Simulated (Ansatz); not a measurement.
## HgTe: a prediction, then the measurements

These are results of DFT PBE, scalar-relativistic, plane waves, PAW (Ansatz), not measurements.

Cutoff 420 eV; k points 12×12×12 on the computed 2-atom cell (Γ-centred); Gaussian smearing, width 0.10 eV; no spin polarisation.

Relaxed structure, symmetry kept:

```cif
data_structure
_symmetry_space_group_name_H-M 'F-43m'
_symmetry_Int_Tables_number 216
_cell_length_a 6.6528
_cell_length_b 6.6528
_cell_length_c 6.6528
_cell_angle_alpha 90.000
_cell_angle_beta 90.000
_cell_angle_gamma 90.000
_cell_volume 294.45
loop_
_atom_site_label
_atom_site_type_symbol
_atom_site_symmetry_multiplicity
_atom_site_Wyckoff_symbol
_atom_site_fract_x
_atom_site_fract_y
_atom_site_fract_z
_atom_site_occupancy
Hg1 Hg 4 a 0.00000 0.00000 0.00000 1
Te1 Te 4 d 0.25000 0.25000 0.75000 1
```

```json
{"Space group": "F-43m (No. 216)", "Volume per atom": "248.4 bohr³", "Formation energy from the elements' standard states (Br, Hg as crystals; uncorrected)": "-0.175 eV/atom", "Kohn–Sham band gap": "zero, with almost no states at the Fermi level", "Density of states at the Fermi level": "0.00 states/eV per cell (so small that it hangs on the mesh: a semimetal, or crossings between mesh points)", "Löwdin character within 0.5 eV of the Fermi level": "Te 5p 86 %, Hg 5d 8 %", "Bulk modulus": "34 GPa", "Its pressure derivative": "5.2", "Bader charges (e)": "Hg (1 in the cell) 0.13, Te (1 in the cell) -0.13"}
```

Spin-orbit coupling is left out, which matters for the bands of heavy elements.

**What was measured.**

A printed reference work, data compilation reports, for a bulk crystal of HgTe at 300 K: lattice constant a 6.4623 Å.

A printed reference work, monograph reports, for a bulk crystal of HgTe: bulk modulus 43 GPa.

Measured lattice constant a of HgTe: 6.4623 Å (300 K; a printed reference work, data compilation). This calculation gives 6.653 Å (+2.9 %). The calculation is for 0 K without zero-point motion. A measured bulk modulus of HgTe is 43 GPa (a printed reference work, monograph); the calculated 34 GPa misses it by -20.5 %.